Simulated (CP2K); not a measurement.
Wanted: the native input for a CP2K 2026.2 run.

| Quantity | Value |
| --- | --- |
| Task | single point |
| Functional | BLYP |
| Potentials or basis | POTENTIAL_UZH Ta GTH-PBE-q13, N GTH-PBE-q5; TZVP-MOLOPT-PBE-GTH basis |
| Density cutoff | 9184 eV |
| k mesh | 10 × 10 × 10 |
| Occupations | fermi-dirac, width 0.05 eV |
| Spin | no spin polarisation |
| SCF solver | diagonalisation with k points |
| Quickstep method | GPW |
| EPS_DEFAULT | 1.0E-9 |
| EPS_SCF | 1.0E-6 |
| MAX_SCF | 100 |
| SCF_GUESS | ATOMIC |
| k points reduced by the point group | yes |
| Mesh centred on Gamma | yes |
| CHOLESKY | OFF |
| EPS_EIGVAL | 1.0E-7 |
| MIXING METHOD | BROYDEN_MIXING |
| MIXING ALPHA | 0.4 |
| NBUFFER | 8 |
| NGRIDS | 5 |
| Basis sets | Ta TZVP-MOLOPT-PBE-GTH-q13, N TZVP-MOLOPT-PBE-GTH-q5 |
| Potentials | Ta GTH-PBE-q13 of POTENTIAL_UZH, N GTH-PBE-q5 of POTENTIAL_UZH |
| ADDED_MOS | [13] |
| REL_CUTOFF (Ry) | 60 Ry |
| MIXING BETA (1/bohr) | 1.5 1/bohr |
| CUTOFF of the grids | 675 Ry |

Crystal: TaN.

```
Ta N
1.0
     3.12728    0.00000    0.00000
     1.56364    2.70831    0.00000
     1.56364    0.90277    2.55342
Ta N
1 1
Direct
  0.50000 0.50000 0.50000
  0.00000 0.00000 0.00000
```

The cell comes from a database or a generator and needn't be the stable form of this composition.

These files were run (other wordings do the same):

tan_scf.inp

```
&GLOBAL
  PROJECT tan_scf
  RUN_TYPE ENERGY_FORCE
  PRINT_LEVEL LOW
&END GLOBAL
&FORCE_EVAL
  METHOD QS
  STRESS_TENSOR ANALYTICAL
  &DFT
    BASIS_SET_FILE_NAME BASIS_MOLOPT_UZH
    POTENTIAL_FILE_NAME POTENTIAL_UZH
    &MGRID
      CUTOFF 675
      REL_CUTOFF 60
      NGRIDS 5
    &END MGRID
    &QS
      METHOD GPW
      EPS_DEFAULT 1.0E-9
    &END QS
    &KPOINTS
      SCHEME MONKHORST-PACK 10 10 10
      GAMMA_CENTERED T
      SYMMETRY T
      SYMMETRY_BACKEND SPGLIB
    &END KPOINTS
    &SCF
      SCF_GUESS ATOMIC
      EPS_SCF 1.0E-6
      MAX_SCF 100
      ADDED_MOS 13
      CHOLESKY OFF
      EPS_EIGVAL 1.0E-7
      &DIAGONALIZATION ON
        ALGORITHM STANDARD
      &END DIAGONALIZATION
      &MIXING ON
        METHOD BROYDEN_MIXING
        ALPHA 0.4
        BETA 1.5
        NBUFFER 8
      &END MIXING
      &SMEAR ON
        METHOD FERMI_DIRAC
        ELECTRONIC_TEMPERATURE 580.23
      &END SMEAR
    &END SCF
    &XC
      &XC_FUNCTIONAL
        &GGA_X_B88
        &END GGA_X_B88
        &GGA_C_LYP
        &END GGA_C_LYP
      &END XC_FUNCTIONAL
    &END XC
    &PRINT
      &KPOINTS ON
      &END KPOINTS
      &MULLIKEN ON
      &END MULLIKEN
      &MO ON
        ENERGIES T
        OCCUPATION_NUMBERS T
        &EACH
          QS_SCF 0
        &END EACH
        ADD_LAST NUMERIC
      &END MO
    &END PRINT
  &END DFT
  &SUBSYS
    &CELL
      A 3.1272829774 0.0000000000 0.0000000000
      B 1.5636414887 2.7083065032 0.0000000000
      C 1.5636414887 0.9027688344 2.5534158586
      PERIODIC XYZ
    &END CELL
    &COORD
      SCALED
      Ta  0.5000000000 0.5000000000 0.5000000000
      N   0.0000000000 0.0000000000 0.0000000000
    &END COORD
    &KIND Ta
      BASIS_SET TZVP-MOLOPT-PBE-GTH-q13
      POTENTIAL GTH-PBE-q13
    &END KIND
    &KIND N
      BASIS_SET TZVP-MOLOPT-PBE-GTH-q5
      POTENTIAL GTH-PBE-q5
    &END KIND
    &PRINT
      &ATOMIC_COORDINATES ON
      &END ATOMIC_COORDINATES
      &CELL ON
      &END CELL
    &END PRINT
  &END SUBSYS
  &PRINT
    &FORCES ON
    &END FORCES
    &STRESS_TENSOR ON
    &END STRESS_TENSOR
  &END PRINT
&END FORCE_EVAL
```

Potentials or basis: POTENTIAL_UZH Ta GTH-PBE-q13, N GTH-PBE-q5; TZVP-MOLOPT-PBE-GTH basis.

The run is started by

```bash
$ OMP_NUM_THREADS=1 cp2k.psmp -i tan_scf.inp -o tan_scf.out
```

It gave:

The pressure is 5.8 GPa, the band gap on the k mesh is none (metal or under the smearing width) and the mulliken charges are Ta +1.54; N -1.54 e.

Caveat: Mulliken charges move with the basis; the potentials were made for another functional, which shifts forces and pressure; the basis of atomic orbitals isn't converged, which shifts pressures, moduli and gaps.

Wall time 100 s on 1 thread of Arm Neoverse V1, on a shared host, peak memory 0.35 GiB.
